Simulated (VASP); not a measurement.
The system is Ge.

```
Ge
1.0
     5.93000    0.00000    0.00000
     0.00000    5.93000    0.00000
     0.00000    0.00000    6.98000
Ge
12
Direct
  0.07500 0.07500 0.00000
  0.42500 0.57500 0.75000
  0.92500 0.92500 0.50000
  0.57500 0.42500 0.25000
  0.16670 0.37500 0.25000
  0.12500 0.66670 0.00000
  0.83330 0.62500 0.75000
  0.87500 0.33330 0.50000
  0.66670 0.12500 0.00000
  0.62500 0.83330 0.25000
  0.33330 0.87500 0.50000
  0.37500 0.16670 0.75000
```

This isn't the form of Ge at room conditions, which is diamond.

| Quantity | Value |
| --- | --- |
| Program | VASP 6.6.1 |
| Task | relaxation of cell and atoms |
| Functional | PBEsol |
| Potentials or basis | VASP PAW PBE potentials, release 64 (Ge_d) |
| Cutoff | 600 eV |
| k mesh | 6 × 6 × 4 |
| Occupations | gaussian, width 0.03 eV |
| Spin | no spin polarisation |

At the start: pressure 0.5 GPa; volume 20.45 Å³/atom.

Question: How do energy, volume and symmetry change on relaxing?

Answer: Over 25 steps the energy falls by 16.1 meV/atom and the volume is 20.39 Å³/atom (-0.3 %); space group P4_32_12 (No. 96, to 0.05 Å).

Step by step:
```tsv
step	energy change (eV)	largest force (eV/Å)	pressure (GPa)	volume (Å³)
1	0.0000	0.8759	0.49	245.45
2	-0.1270	0.2015	-0.24	247.66
3	-0.1297	0.2212	-0.35	248.03
4	-0.1622	0.1338	0.19	246.80
5	-0.1694	0.1052	0.33	246.05
6	-0.1698	0.1035	0.31	245.83
7	-0.1748	0.0588	-0.09	247.34
8	-0.1749	0.0677	-0.16	247.61
9	-0.1790	0.0451	-0.35	247.44
10	-0.1867	0.0637	-0.24	246.93
11	-0.1807	0.1870	-0.39	245.87
12	-0.1879	0.0791	-0.33	246.63
13	-0.1901	0.0648	-0.18	246.12
14	-0.1918	0.0510	-0.18	245.61
15	-0.1933	0.0234	0.04	244.57
16	-0.1933	0.0167	0.10	244.30
17	-0.1936	0.0067	0.08	244.50
18	-0.1937	0.0053	0.09	244.58
19	-0.1938	0.0126	0.01	244.74
20	-0.1938	0.0091	0.13	244.72
21	-0.1938	0.0118	-0.05	244.73
22	-0.1938	0.0036	0.07	244.61
23	-0.1938	0.0111	0.07	244.68
24	-0.1938	0.0105	-0.02	244.69
25	-0.1938	0.0073	0.05	244.68
```

Final structure:
```cif
data_structure
_symmetry_space_group_name_H-M 'P 1'
_symmetry_Int_Tables_number 1
_cell_length_a 5.9246
_cell_length_b 5.9246
_cell_length_c 6.9709
_cell_angle_alpha 90.000
_cell_angle_beta 90.000
_cell_angle_gamma 90.000
_cell_volume 244.68
loop_
_atom_site_label
_atom_site_type_symbol
_atom_site_fract_x
_atom_site_fract_y
_atom_site_fract_z
_atom_site_occupancy
Ge1 Ge 0.08864 0.08864 0.00000 1
Ge2 Ge 0.41136 0.58864 0.75000 1
Ge3 Ge 0.91136 0.91136 0.50000 1
Ge4 Ge 0.58864 0.41136 0.25000 1
Ge5 Ge 0.17180 0.36986 0.25638 1
Ge6 Ge 0.13014 0.67180 0.00638 1
Ge7 Ge 0.82820 0.63014 0.75638 1
Ge8 Ge 0.86986 0.32820 0.50638 1
Ge9 Ge 0.67180 0.13014 0.99362 1
Ge10 Ge 0.63014 0.82820 0.24362 1
Ge11 Ge 0.32820 0.86986 0.49362 1
Ge12 Ge 0.36986 0.17180 0.74362 1
```

Caveat: the PAW data sets were made with another functional, which shifts forces and pressure a little.
